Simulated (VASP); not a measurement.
# TiH2 (I4/mmm) in VASP: settings compared, part 2 of 2

VASP 6.6.1.

## 3. Single point, PBEsol

Input file INCAR:

```
SYSTEM = TiH2
PREC     = Accurate       ! precision mode
ENCUT    = 900            ! plane-wave cutoff, eV
EDIFF    = 1E-6           ! SCF threshold, eV
ISMEAR   = 0              ! smearing method
SIGMA    = 0.1            ! smearing width, eV
LREAL    = .FALSE.        ! projectors in reciprocal space
LASPH    = .TRUE.         ! aspherical terms in the spheres
NELM     = 80             ! most SCF steps
ALGO     = Normal         ! electronic algorithm
ISIF     = 2              ! what is computed and relaxed
LWAVE    = .FALSE.        ! write WAVECAR
LCHARG   = .TRUE.         ! write CHGCAR
GGA      = PS             ! functional
LELF     = .TRUE.         ! ELF
LVHAR    = .TRUE.       
NBANDS   = 14             ! bands
```

Input file KPOINTS:

```
Automatic mesh
0
G
  18 18 18
  0 0 0
```

Input file POSCAR:

```
TiH2
1.0
   -1.5885800000      1.5885800000      2.0698700000
    1.5885800000     -1.5885800000      2.0698700000
    1.5885800000      1.5885800000     -2.0698700000
Ti H
1 2
Direct
    0.0000000000      0.0000000000      0.0000000000
    0.2500000000      0.7500000000      0.5000000000
    0.7500000000      0.2500000000      0.5000000000
```

Potentials or basis: VASP PAW PBE potentials, release 64 (Ti_sv, H_h).

Run with:

```bash
cat potpaw_PBE.64/Ti_sv/POTCAR potpaw_PBE.64/H_h/POTCAR > POTCAR
mpirun -np 1 vasp_std > vasp.out
```

OUTCAR:

```text
SYSTEM = TiH2
   PREC = Accurate
   ENCUT = 900
   EDIFF = 1E-6
   ISMEAR = 0
   LREAL = .FALSE.
   LASPH = .TRUE.
   NELM = 80
   ISIF = 2
   GGA = PS

 ion  position               nearest neighbor table
   1  0.000  0.000  0.000-   3 1.90   2 1.90   3 1.90   2 1.90   2 1.90   3 1.90   2 1.90   3 1.90

   2  0.250  0.750  0.500-   1 1.90   1 1.90   1 1.90   1 1.90
   3  0.750  0.250  0.500-   1 1.90   1 1.90   1 1.90   1 1.90

  LATTYP: Found a body centered tetragonal cell.
 ALAT       =     3.1771600000
 C/A-ratio  =     1.3029686890

  Lattice vectors:

 A1 = (  -1.5885800000,   1.5885800000,   2.0698700000)
 A2 = (   1.5885800000,  -1.5885800000,   2.0698700000)
 A3 = (   1.5885800000,   1.5885800000,  -2.0698700000)

Analysis of symmetry for initial positions (statically):
=====================================================================
 Subroutine PRICEL returns:
 Original cell was already a primitive cell.

 Routine SETGRP: Setting up the symmetry group for a
 body centered tetragonal supercell.

 Subroutine GETGRP returns: Found 16 space group operations
 (whereof 16 operations were pure point group operations)
 out of a pool of 16 trial point group operations.

The static configuration has the point symmetry D_4h.

Analysis of symmetry for dynamics (positions and initial velocities):
=====================================================================
 Subroutine PRICEL returns:
 Original cell was already a primitive cell.

 Routine SETGRP: Setting up the symmetry group for a
 body centered tetragonal supercell.

 Subroutine GETGRP returns: Found 16 space group operations
 (whereof 16 operations were pure point group operations)
 out of a pool of 16 trial point group operations.

The dynamic configuration has the point symmetry D_4h.

 Subroutine INISYM returns: Found 16 space group operations
 (whereof 16 operations are pure point group operations),
 and found     1 'primitive' translations

----------------------------------------------------------------------------------------

                                     Primitive cell

  volume of cell :      20.8940

  direct lattice vectors                    reciprocal lattice vectors
    -1.588580000  1.588580000  2.069870000     0.000000000  0.314746503  0.241561064
     1.588580000 -1.588580000  2.069870000     0.314746503  0.000000000  0.241561064
     1.588580000  1.588580000 -2.069870000     0.314746503  0.314746503  0.000000000

  length of vectors
     3.054756070  3.054756070  3.054756070     0.396758250  0.396758250  0.445118773

  position of ions in fractional coordinates (direct lattice)
     0.000000000  0.000000000  0.000000000
     0.250000000  0.750000000  0.500000000
     0.750000000  0.250000000  0.500000000

  ion indices of the primitive-cell ions
   primitive index   ion index
                 1           1
                 2           2
                 3           3

----------------------------------------------------------------------------------------

 KPOINTS: Automatic mesh

Automatic generation of k-mesh.
[... 49 lines left out ...]
   number of dos      NEDOS =    301   number of ions     NIONS =      3
   total plane-waves  NPLWV =  27000
   dimension x,y,z NGX =    30 NGY =   30 NGZ =   30
   dimension x,y,z NGXF=    60 NGYF=   60 NGZF=   60
   ions per type =               1   2
   NGX,Y,Z   is equivalent  to a cutoff of  16.33, 16.33, 16.33 a.u.
   NGXF,Y,Z  is equivalent  to a cutoff of  32.65, 32.65, 32.65 a.u.
 SYSTEM =  TiH2
   PREC   = accura    normal or accurate (medium, high low for compatibility)
   ISTART =      0    job   : 0-new  1-cont  2-samecut
   ICHARG =      2    charge: 1-file 2-atom 10-const
   ISPIN  =      1    spin polarized calculation?
   LNONCOLLINEAR =      F non collinear calculations
   LSORBIT =      F    spin-orbit coupling
   LASPH  =      T    aspherical Exc in radial PAW
   ENCUT  =  900.0 eV  66.15 Ry    8.13 a.u.   7.47  7.47  7.47*2*pi/ulx,y,z
   NELM   =     80;   NELMIN=  2; NELMDL= -5     # of ELM steps
   EDIFF  = 0.1E-05   stopping-criterion for ELM
   LREAL  =      F    real-space projection
   EDIFFG = 0.1E-04   stopping-criterion for IOM
   NSW    =      0    number of steps for IOM
   IBRION =     -1    ionic relax: 0-MD 1-quasi-New 2-CG
   NFREE  =      0    steps in history (QN), initial steepest desc. (CG)
   ISIF   =      2    stress and relaxation
   ISYM   =      2    0-nonsym 1-usesym 2-fastsym
   POTIM  = 0.5000    time-step for ionic-motion
   TEBEG  =    0.0;   TEEND  =   0.0 temperature during run
   PSTRESS=    0.0 pullay stress
   NELECT =      14.0000    total number of electrons
   NUPDOWN=      -1.0000    fix difference up-down
   EMIN   =  10.00;   EMAX   =-10.00  energy-range for DOS
   EFERMI =   0.00;   METHOD = LEGACY
   ISMEAR =     0;   SIGMA  =   0.10  broadening in eV -4-tet -1-fermi 0-gaus
   EFERMI_NEDOS =   21; number of points for ismear=-14 and -15
   IALGO  =     38    algorithm
   IMIX   =      4    mixing-type and parameters
     AMIX     =   0.40;   BMIX     =  1.00
     AMIX_MAG =   1.60;   BMIX_MAG =  1.00
  volume/ion in A,a.u.               =       6.96        47.00
  Fermi-wavevector in a.u.,A,eV,Ry     =   1.432552  2.707131 27.921952  2.052206
  Thomas-Fermi vector in A             =   2.552167
   LORBIT       =      0    0 simple, 1 ext, 2 COOP (PROOUT), +10 PAW based schemes
   GGA     = PS    functional components
   LHFCALC =     F    Hartree Fock is set to
   AEXX    =    0.0000 exact exchange contribution
   IVDW    =     0    specifies the selected vdW correction
   LEPSILON=     F    determine dielectric tensor
   LRPA    =     F    only Hartree local field effects (RPA)
 non-spin polarized calculation
 Gauss-broadening in eV      SIGMA  =   0.10
  energy-cutoff  :      900.00
  volume of cell :       20.89
 maximum number of plane-waves:      1296
 NGX is ok and might be reduce to    30
   NGX = 15   NGY = 15   NGZ = 15

 number of electron      13.9999999 magnetization

 Free energy of the ion-electron system (eV)
  ---------------------------------------------------
  ext. energy  EPLUGINS =         0.00000000
  ---------------------------------------------------
  free energy    TOTEN  =       -16.53969991 eV

  energy without entropy =      -16.53456981  energy(sigma->0) =      -16.53713486

 E-fermi :   7.9990     XC(G=0): -11.8839

 val. band max:        7.9975881852   @ k =   0.1111   0.0556   0.0000
 cond. band min:       8.0043131801   @ k =   0.0000   0.0000   0.0000
 fundamental gap:      0.0067249949
 Fermi energy:         7.9990318179

 k-point     1 :       0.0000    0.0000    0.0000
  band No.  band energies     occupation
      1     -48.9358      2.00000
      2     -25.0996      2.00000
      3     -25.0996      2.00000
      4     -25.0715      2.00000
      5      -2.6844      2.00000
      6       7.6054      2.00000
      7       7.6054      2.00000
      8       8.0043      0.94046
      9       8.8251      0.00000
     10       9.2549      0.00000
     11       9.8408      0.00000
     12      22.6256      0.00000
     13      23.6479      0.00000
     14      23.6479      0.00000
[... 377 lines left out ...]
      1     -48.9103      2.00000
      2     -25.2599      2.00000
      3     -25.1290      2.00000
      4     -25.0995      2.00000
      5      -1.6372      2.00000
      6       4.7753      2.00000
      7       7.8754      1.91952
      8       8.2426      0.00057
      9       9.1216      0.00000
     10       9.7404      0.00000
     11      12.3508      0.00000
     12      18.5339      0.00000
     13      21.7792      0.00000
     14      23.2502      0.00000

 [... further k-points ...]

------------------------ aborting loop because EDIFF is reached ----------------------------------------

  FORCE on cell =-STRESS in cart. coord.  units (eV):
  Direction    XX          YY          ZZ          XY          YZ          ZX
  --------------------------------------------------------------------------------------
  -------------------------------------------------------------------------------------
  Total       -0.0075449     -0.0075449     -0.0058130      0.0000000      0.0000000      0.0000000
  in kB       -0.5785496     -0.5785496     -0.4457461      0.0000000      0.0000000      0.0000000
  external PRESSURE =      -0.5342817 kB  Pullay stress =       0.0000000 kB

 VOLUME and BASIS-vectors are now :
 -----------------------------------------------------------------------------
  energy-cutoff  :      900.00
  volume of cell :       20.89
      direct lattice vectors                 reciprocal lattice vectors
    -1.588580000  1.588580000  2.069870000     0.000000000  0.314746503  0.241561064
     1.588580000 -1.588580000  2.069870000     0.314746503  0.000000000  0.241561064
     1.588580000  1.588580000 -2.069870000     0.314746503  0.314746503  0.000000000

 POSITION                                       TOTAL-FORCE (eV/Angst)
 -----------------------------------------------------------------------------------
      0.00000      0.00000      0.00000        -0.000000      0.000000     -0.000000
      1.58858      0.00000      1.03493         0.000000     -0.000000      0.000000
      0.00000      1.58858      1.03493        -0.000000      0.000000     -0.000000
 -----------------------------------------------------------------------------------
    total drift:                                0.000000      0.000000      0.000000

  FREE ENERGIE OF THE ION-ELECTRON SYSTEM (eV)
  ---------------------------------------------------
  free  energy   TOTEN  =       -16.5396999096 eV

  energy  without entropy=      -16.5345698120  energy(sigma->0) =      -16.53713486
```

It took 3.7 min on 1 thread of Intel Xeon Platinum 8488C (Sapphire Rapids), shared host; peak memory 0.43 GiB.

Results:

```
Free energy            : -16.5397 eV
Pressure               : -0.1 GPa
Band gap on the k mesh : none (metal or under the smearing width)
```

Levels at points of the mesh, in eV from the Fermi level:
| k point | band 4 | band 5 | band 6 | band 7 | band 8 | band 9 | band 10 | band 11 |
| --- | --- | --- | --- | --- | --- | --- | --- | --- |
| (0.00, 0.00, 0.00) | -33.07 | -10.68 | -0.39 | -0.39 | 0.01 | 0.83 | 1.26 | 1.84 |
| (0.50, 0.00, 0.00) | -33.12 | -7.40 | -5.11 | -0.48 | 0.18 | 2.26 | 2.57 | 5.06 |
| (0.50, 0.50, 0.00) | -33.20 | -5.75 | -5.52 | -3.18 | 2.29 | 2.49 | 2.75 | 7.04 |
| (0.50, 0.50, 0.50) | -33.29 | -6.52 | -4.35 | -3.08 | 2.52 | 2.57 | 2.57 | 7.07 |

Caveat: the PAW data sets were made with another functional, which shifts forces and pressure a little.

## 4. Single point, r2SCAN

Changes to INCAR since step 3:

```diff
@@ -2,3 +2,3 @@
 PREC     = Accurate       ! precision mode
-ENCUT    = 900            ! plane-wave cutoff, eV
+ENCUT    = 520            ! plane-wave cutoff, eV
 EDIFF    = 1E-6           ! SCF threshold, eV
@@ -13,3 +13,4 @@
 LCHARG   = .TRUE.         ! write CHGCAR
-GGA      = PS             ! functional
+METAGGA  = R2SCAN         ! meta-GGA
+LMIXTAU  = .TRUE.       
 LELF     = .TRUE.         ! ELF
```

KPOINTS is that of step 3.

POSCAR is that of step 3.

Potentials or basis: VASP PAW PBE potentials, release 64 (Ti_sv, H).

Run with:

```bash
cat potpaw_PBE.64/Ti_sv/POTCAR potpaw_PBE.64/H/POTCAR > POTCAR
mpirun -np 1 vasp_std > vasp.out
```

OUTCAR:

```text
SYSTEM = TiH2
   PREC = Accurate
   ENCUT = 520
   EDIFF = 1E-6
   ISMEAR = 0
   LREAL = .FALSE.
   LASPH = .TRUE.
   NELM = 80
   ISIF = 2
   METAGGA = R2SCAN

 ion  position               nearest neighbor table
   1  0.000  0.000  0.000-   3 1.90   2 1.90   3 1.90   2 1.90   2 1.90   3 1.90   2 1.90   3 1.90

   2  0.250  0.750  0.500-   1 1.90   1 1.90   1 1.90   1 1.90
   3  0.750  0.250  0.500-   1 1.90   1 1.90   1 1.90   1 1.90

  LATTYP: Found a body centered tetragonal cell.
 ALAT       =     3.1771600000
 C/A-ratio  =     1.3029686890

[... 601 lines left out ...]

  FORCE on cell =-STRESS in cart. coord.  units (eV):
  Direction    XX          YY          ZZ          XY          YZ          ZX
  --------------------------------------------------------------------------------------
  -------------------------------------------------------------------------------------
  Total        0.4554832      0.4554832      0.4258463      0.0000000     -0.0000000     -0.0000000
  in kB       34.9270354     34.9270354     32.6544397      0.0000000     -0.0000000     -0.0000000
  external PRESSURE =      34.1695035 kB  Pullay stress =       0.0000000 kB

 VOLUME and BASIS-vectors are now :
 -----------------------------------------------------------------------------
  energy-cutoff  :      520.00
  volume of cell :       20.89
      direct lattice vectors                 reciprocal lattice vectors
    -1.588580000  1.588580000  2.069870000     0.000000000  0.314746503  0.241561064
     1.588580000 -1.588580000  2.069870000     0.314746503  0.000000000  0.241561064
     1.588580000  1.588580000 -2.069870000     0.314746503  0.314746503  0.000000000

 POSITION                                       TOTAL-FORCE (eV/Angst)
 -----------------------------------------------------------------------------------
      0.00000      0.00000      0.00000        -0.000000      0.000000     -0.000000
      1.58858      0.00000      1.03493         0.000000     -0.000000      0.000000
      0.00000      1.58858      1.03493         0.000000      0.000000     -0.000000
 -----------------------------------------------------------------------------------
    total drift:                                0.000000      0.000000      0.000000

  FREE ENERGIE OF THE ION-ELECTRON SYSTEM (eV)
  ---------------------------------------------------
  free  energy   TOTEN  =       -21.4896073948 eV

  energy  without entropy=      -21.4854061090  energy(sigma->0) =      -21.48750675
```

It took 4.8 min on 1 thread of Intel Xeon Platinum 8488C (Sapphire Rapids), shared host; peak memory 0.26 GiB.

Results:

```
Free energy            : -21.4896 eV
Pressure               : 3.4 GPa
Band gap on the k mesh : none (metal or under the smearing width)
```

Stress tensor (GPa, compression positive):
```
3.49 0.00 0.00
0.00 3.49 0.00
0.00 0.00 3.27
```

Caveat: the PAW data sets were made with another functional, which shifts forces and pressure a little.

## 5. Summary

| level | potentials or basis | cutoff (eV) | smearing | gap on the mesh (eV) | pressure (GPa) |
| --- | --- | --- | --- | --- | --- |
| PBEsol | VASP PAW PBE potentials, release 64 (Ti_sv, H) | 520 | gaussian 0.5 eV | none | 0.6 |
| PBEsol | VASP PAW PBE potentials, release 64 (Ti_sv, H_h) | 900 | gaussian 0.1 eV | none | -0.1 |
| r2SCAN | VASP PAW PBE potentials, release 64 (Ti_sv, H) | 520 | gaussian 0.1 eV | none | 3.4 |

Alike in all rows: task single point; no spin polarisation; cell as given; k mesh 18 × 18 × 18.

Caveats: the PAW data sets were made with another functional, which shifts forces and pressure a little.

Absolute energies hang on the potentials; compare differences alone.
